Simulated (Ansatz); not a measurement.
# WC (Qusongite) (P-6m2) in Ansatz: a series of runs

Runs on WC (Qusongite). Level: LDA. Tasks: single point, equation of state.

All numbers are computed with Ansatz 0.2.0; they aren't measurements. Logs are shortened: lines on timing, memory, paths and dates and some standing lists are left out, and cuts for length are marked.

### Step 1. The crystal as given

The structure is hexagonal, space group P-6m2 (No. 187). The conventional cell has a = 2.907 Å, b = 2.907 Å, c = 2.837 Å, α = 90.00°, β = 90.00°, γ = 120.00°. W (site symmetry -6m2) is surrounded by 6 C at 2.20 Å. Around C (site symmetry -6m2) lie 6 W at 2.20 Å.

### Step 2. Single point, LDA, 9.75 Å³/atom (volume scaled by 0.94)

input.yaml

```yaml
crystal:
  lattice:
    - [2.847167025, 0.0, 0.0]
    - [-1.4235835125, 2.4657189725, 0.0]
    - [0.0, 0.0, 2.778693956]
  atoms:
    - { symbol: W, position: [0.0, 0.0, 0.0] }
    - { symbol: C, position: [0.6666666667, 0.3333333333, 0.5] }
hamiltonian:
  xc: lda
  pseudopotentials: { kind: paw, xc_functional: lda, accuracy: standard }
kpoints:
  mp_grid: { grid: [10, 10, 9] }
scf:
  occupations: { method: fermi_dirac, width: 0.05 }
output:
  forces: true
  stress: true
  eigenvalues: true
```

Potentials or basis: JTH PAW LDA.

The run is started by

```
$ ansatz run input.yaml --threads 2 --pin off --max-ram 5120MiB --backend cpu --events-out ev --progress --plain --runs-dir out
```

Standard output:

```text
Warning: the checks of this W dataset prove no rule for summing its radial tables, as where they were carried onto another mesh than they were made on, and Gregory's rule is taken, under which a leading mesh point left out moves its sums only by what lay on the interval it spanned. That does not make them correct, and they differ from Quantum ESPRESSO's on this file; a re-export a fraction of a mesh step off can move them. hamiltonian.pseudopotentials.radial_quadrature: simpson_from_first_knot sums it by `pw.x`'s rule; on a PAW file no value gives `pw.x`'s numbers. What more to know: hamiltonian.pseudopotentials.radial_quadrature, in the input reference
Warning: the checks of this C dataset prove no rule for summing its radial tables, as where they were carried onto another mesh than they were made on, and Gregory's rule is taken, under which a leading mesh point left out moves its sums only by what lay on the interval it spanned. That does not make them correct, and they differ from Quantum ESPRESSO's on this file; a re-export a fraction of a mesh step off can move them. hamiltonian.pseudopotentials.radial_quadrature: simpson_from_first_knot sums it by `pw.x`'s rule; on a PAW file no value gives `pw.x`'s numbers. What more to know: hamiltonian.pseudopotentials.radial_quadrature, in the input reference
Warning: RAYON_NUM_THREADS=2 ignored (pool sized by the plan → 2); use --threads N
Engine: ansatz 0.2.0, aarch64-unknown-linux-gnu
Pseudopotentials: kind: paw
Pseudopotential: W, paw, valence charge 14, recommended cutoff 1290 eV (normal), W.paw.azcp
Pseudopotential: C, paw, valence charge 4, recommended cutoff 780 eV (normal), C.paw.azcp
Functional definition: SPW92
  exchange = slater_x
  correlation = pw_c
Crystal: 2 atoms, lattice volume = 19.507 Å³
Basis set: ecut = 1290 eV, 2075 PW (Γ)
Bands: 13, of which v1, the nominal top of the filled ones, is band 9 counted from 1 (8 counted from 0)
Symmetry: 12 space group operations
Space group: P-6m2 (ITA 187), of the structure as read, at distance tolerance 2.7e-5 Å
k-points: 70 of 900 (time reversal used)
Non-local potential: W, projectors of the file, l = 0: 2, l = 1: 2, l = 2: 2
Non-local potential: C, projectors of the file, l = 0: 2, l = 1: 2
PAW form: compensated (Kresse and Joubert's): semilocal exchange-correlation on the pseudo side sees the compensation charge
PAW one-centre angular grid: W, 590 points (default); XC on 64 Gauss nodes
PAW one-centre angular grid: C, 110 points (default); XC on 64 Gauss nodes
Initial density: superposition of atomic densities (chi_scale 0.1, normalization cell, long waves kept (reshape's long-wave potential 0.00 eV rms))
Initial wavefunctions: pseudopotential atomic-orbital guess
Functional: x = slater, c = lda
SCF iter   1: F=—  HF=-10333.091487 eV  |F-HF|=—  |Δ(HF+E_count)|=         —  Δρ=1.48e-1  dr2=5.58e0  ethr=3.10e-3  ⟨swp⟩=6.7  Hψ=6273  notcnv=0
preconditioner: auto → none  [metal: Δε(μ)=0.043 eV  Ē_g=11.376 eV  σ=0.050 eV  W_gap=0.21  n_scr=8 (ndim 8)  ℏωp=26.6 eV  f_vac=0.000  D(μ)=0.26/eV (n_scr^D=0)  sad-step TF]
SCF iter   2: F=—  HF=-10332.317989 eV  |F-HF|=—  |Δ(HF+E_count)|=   7.73e-1  Δρ=1.02e-1  dr2=2.70e0  ethr=3.10e-3  ⟨swp⟩=2.0  Hψ=1746  notcnv=0
SCF iter   3: F=—  HF=-10331.609112 eV  |F-HF|=—  |Δ(HF+E_count)|=   7.09e-1  Δρ=8.14e-3  dr2=5.98e-3  ethr=3.10e-3  ⟨swp⟩=3.0  Hψ=1719  notcnv=0
SCF iter   4: F=—  HF=-10331.607986 eV  |F-HF|=—  |Δ(HF+E_count)|=   1.13e-3  Δρ=2.02e-3  dr2=1.85e-4  ethr=3.32e-5  ⟨swp⟩=2.5  Hψ=2150  notcnv=0
SCF iter   5: F=—  HF=-10331.608076 eV  |F-HF|=—  |Δ(HF+E_count)|=   9.01e-5  Δρ=2.63e-4  dr2=9.95e-6  ethr=1.03e-6  ⟨swp⟩=2.0  Hψ=1164  notcnv=0
SCF iter   6: F=—  HF=-10331.608068 eV  |F-HF|=—  |Δ(HF+E_count)|=   7.85e-6  Δρ=3.51e-5  dr2=1.77e-7  ethr=5.53e-8  ⟨swp⟩=2.5  Hψ=1291  notcnv=0
SCF iter   7: F=-10331.608068 eV  HF=-10331.608068 eV  |F-HF|=1.41e-9  |Δ(HF+E_count)|=   4.47e-8  Δρ=3.60e-6  dr2=2.23e-9  ethr=5.56e-10  ⟨swp⟩=5.4  Hψ=4338  notcnv=0
SCF 1 converged in 7 iterations: F = -10331.608068 eV  dr2 = 2.23e-9
SCF converged after 7 iterations
Free energy (F): -10331.608068 eV
Harris-Foulkes:  -10331.608068 eV  (|F-HF|=1.41e-9)
Internal energy: -10331.605863 eV  (E = F + TS)
E sigma→0 (E₀):  -10331.606966 eV
Entropy (-TS):   -0.002205 eV (-1.103 meV/atom)
Fermi energy:    21.052428 eV
--- Per-component energies (eV) ---
  E_band       = -50.733699
  E_kinetic    = 280.574136
  E_local      = -569.021307  (includes V_loc(G=0)·N_el)
  E_nonlocal   = 251.989468
  E_hartree    = 279.762590
  E_xc         = -445.191904
  E_vxc        = -384.479571  (∫ρ·V_xc dr)
  E_paw        = -8296.026404  (= ΣΔE_a)
  E_vpaw       = -189.321620  (= ΣTr[D̂ρ^β])
  E_aug_tail   = -0.000000  (compensation charges beyond the density's cutoff)
  E_ewald      = -1833.692441
  E_smearing   = -0.002205  (= −TS)
  E_closure    = 0.000000  (closes the sum)
  Σ components = -10331.608068   (vs F -10331.608068, Δ=0.00e0)
--- Forces (eV/Å), atoms counted from 1 ---
  atom   1  W     -0.00000000    -0.00000000     0.00000000
  atom   2  C      0.00000000     0.00000000     0.00000000
  max |Σ_I F_I| component: 5.27e-16 eV/Å
--- Stress (GPa, compression-positive) ---
       17.162943       0.000000      -0.000000
        0.000000      17.162943       0.000000
       -0.000000       0.000000      18.698905
  P = ⅓ Tr σ = 17.6749 GPa (176.749 kbar)
--- Band table (eV; the first three rows and the last of 70) ---
  k-point 0: bands = ["-52.7654", "-16.7359", "-16.6022", "-16.6022", "6.2944", "16.4040", "17.4841", "17.4841", "21.2124", "24.5652", "24.5652", "27.0413", "27.0413"]
  k-point 1: bands = ["-52.7591", "-16.8506", "-16.5923", "-16.5923", "6.6241", "16.2826", "17.6286", "17.6286", "21.2010", "23.5552", "23.5552", "27.5661", "27.5661"]
  k-point 2: bands = ["-52.7430", "-17.1324", "-16.5671", "-16.5671", "7.5368", "15.5684", "18.0251", "18.0251", "21.7724", "22.0438", "22.0438", "27.5367", "27.5367"]
  k-point 69: bands = ["-52.6282", "-17.3922", "-17.2761", "-17.0831", "9.9122", "13.5567", "15.4365", "19.2566", "20.3223", "25.9038", "28.1079", "28.7779", "31.2460"]
```

It took 3.3 s on 2 threads of Arm Neoverse V2, shared host; peak memory 0.39 GiB.

What came out:

| Property | Result |
| --- | --- |
| Free energy | -10331.6081 eV |
| Pressure | 17.7 GPa |
| Band gap on the k mesh | none (metal or under the smearing width) |

### Step 3. Single point, LDA, 9.96 Å³/atom (volume scaled by 0.96)

input.yaml, as its differences from that of step 2:

```diff
@@ -2,5 +2,5 @@
   lattice:
-    - [2.847167025, 0.0, 0.0]
-    - [-1.4235835125, 2.4657189725, 0.0]
-    - [0.0, 0.0, 2.778693956]
+    - [2.8672181576, 0.0, 0.0]
+    - [-1.4336090788, 2.4830837627, 0.0]
+    - [0.0, 0.0, 2.798262868]
   atoms:
```

Potentials or basis: JTH PAW LDA.

The run is started by

```
$ ansatz run input.yaml --threads 2 --pin off --max-ram 5120MiB --backend cpu --events-out ev --progress --plain --runs-dir out
```

Wall time 3.4 s (2 threads of Arm Neoverse V2, shared host); peak memory 0.39 GiB.

The run converged. Its results:

```yaml
Free_energy: -10331.6406 eV
Pressure: 7.6 GPa
Band_gap_on_the_k_mesh: none (metal or under the smearing width)
```

### Step 4. Single point, LDA, 10.17 Å³/atom (volume scaled by 0.98)

input.yaml, as its differences from that of step 3:

```diff
@@ -2,5 +2,5 @@
   lattice:
-    - [2.8672181576, 0.0, 0.0]
-    - [-1.4336090788, 2.4830837627, 0.0]
-    - [0.0, 0.0, 2.798262868]
+    - [2.8869927008, 0.0, 0.0]
+    - [-1.4434963504, 2.5002090195, 0.0]
+    - [0.0, 0.0, 2.8175618425]
   atoms:
```

The run is started by

```
$ ansatz run input.yaml --threads 2 --pin off --max-ram 5120MiB --backend cpu --events-out ev --progress --plain --runs-dir out
```

Run time: 3.5 s. Hardware: 2 threads of Arm Neoverse V2, shared host; peak memory 0.39 GiB.

Results (log left out):

```
Free energy            : -10331.6482 eV
Pressure               : -1.5 GPa
Band gap on the k mesh : none (metal or under the smearing width)
```

### Step 5. Single point, LDA, 10.38 Å³/atom

input.yaml, as its differences from that of step 4:

```diff
@@ -2,5 +2,5 @@
   lattice:
-    - [2.8869927008, 0.0, 0.0]
-    - [-1.4434963504, 2.5002090195, 0.0]
-    - [0.0, 0.0, 2.8175618425]
+    - [2.9065, 0.0, 0.0]
+    - [-1.45325, 2.5171028361, 0.0]
+    - [0.0, 0.0, 2.8366]
   atoms:
@@ -19 +19,5 @@
   eigenvalues: true
+  write_density: true
+  write_potential: true
+  elf: true
+  volumetric_format: npy
```

The run is started by

```
$ ansatz run input.yaml --threads 2 --pin off --max-ram 5120MiB --backend cpu --events-out ev --progress --plain --runs-dir out
```

Run time: 4.8 s. Hardware: 2 threads of Arm Neoverse V2, shared host; peak memory 0.41 GiB.

It converged, with:

```
Free energy            : -10331.6336 eV
Pressure               : -9.6 GPa
Band gap on the k mesh : none (metal or under the smearing width)
```

### Step 6. Single point, LDA, 10.58 Å³/atom (volume scaled by 1.02)

input.yaml, as its differences from that of step 5:

```diff
@@ -2,5 +2,5 @@
   lattice:
-    - [2.9065, 0.0, 0.0]
-    - [-1.45325, 2.5171028361, 0.0]
-    - [0.0, 0.0, 2.8366]
+    - [2.9257489053, 0.0, 0.0]
+    - [-1.4628744527, 2.5337728771, 0.0]
+    - [0.0, 0.0, 2.8553859779]
   atoms:
@@ -19,5 +19 @@
   eigenvalues: true
-  write_density: true
-  write_potential: true
-  elf: true
-  volumetric_format: npy
```

Potentials or basis: JTH PAW LDA.

The run is started by

```
$ ansatz run input.yaml --threads 2 --pin off --max-ram 5120MiB --backend cpu --events-out ev --progress --plain --runs-dir out
```

Run time: 3.9 s. Hardware: 2 threads of Arm Neoverse V2, shared host; peak memory 0.4 GiB.

Results (log left out):

```yaml
Free_energy: -10331.5990 eV
Pressure: -17.0 GPa
Band_gap_on_the_k_mesh: none (metal or under the smearing width)
```

### Step 7. Single point, LDA, 10.79 Å³/atom (volume scaled by 1.04)

input.yaml, as its differences from that of step 6:

```diff
@@ -2,5 +2,5 @@
   lattice:
-    - [2.9257489053, 0.0, 0.0]
-    - [-1.4628744527, 2.5337728771, 0.0]
-    - [0.0, 0.0, 2.8553859779]
+    - [2.9447478072, 0.0, 0.0]
+    - [-1.4723739036, 2.5502264088, 0.0]
+    - [0.0, 0.0, 2.8739279649]
   atoms:
```

The run is started by

```
$ ansatz run input.yaml --threads 2 --pin off --max-ram 5120MiB --backend cpu --events-out ev --progress --plain --runs-dir out
```

Run time: 3.9 s. Hardware: 2 threads of Arm Neoverse V2, shared host; peak memory 0.4 GiB.

Results (log left out):

```yaml
Free_energy: -10331.5464 eV
Pressure: -23.5 GPa
Band_gap_on_the_k_mesh: none (metal or under the smearing width)
```

### Step 8. Single point, LDA, 11.00 Å³/atom (volume scaled by 1.06)

input.yaml, as its differences from that of step 7:

```diff
@@ -2,5 +2,5 @@
   lattice:
-    - [2.9447478072, 0.0, 0.0]
-    - [-1.4723739036, 2.5502264088, 0.0]
-    - [0.0, 0.0, 2.8739279649]
+    - [2.9635046684, 0.0, 0.0]
+    - [-1.4817523342, 2.566470327, 0.0]
+    - [0.0, 0.0, 2.8922337321]
   atoms:
@@ -19 +19,5 @@
   eigenvalues: true
+  write_density: true
+  write_potential: true
+  elf: true
+  volumetric_format: npy
```

The run is started by

```
$ ansatz run input.yaml --threads 2 --pin off --max-ram 5120MiB --backend cpu --events-out ev --progress --plain --runs-dir out
```

Run time: 5.5 s. Hardware: 2 threads of Arm Neoverse V2, shared host; peak memory 0.41 GiB.

Results (log left out):

```yaml
Free_energy: -10331.4777 eV
Pressure: -29.4 GPa
Band_gap_on_the_k_mesh: none (metal or under the smearing width)
```

### Step 9. Equation of state, LDA

Potentials or basis: JTH PAW LDA.

No new run: the results of the series are fitted here.

What came out:

```yaml
Equilibrium_volume: 10.13 Å³/atom
Bulk_modulus_at_fixed_shape_and_positions: 427 GPa
Pressure_derivative_of_the_bulk_modulus: 4.3
```

Energy against volume, from the lowest point:
```
volume (Å³/atom)  energy (meV/atom)
           9.754              20.09
           9.961               3.84
          10.169               0.00
          10.376               7.30
          10.584              24.61
          10.791              50.91
          10.999              85.26
```

Caveat: the cell was scaled at fixed shape and fractional positions, which overstates the stiffness of a crystal with free parameters, most of all of layers and chains. The run has no spin-orbit coupling, so splittings on W are missing.
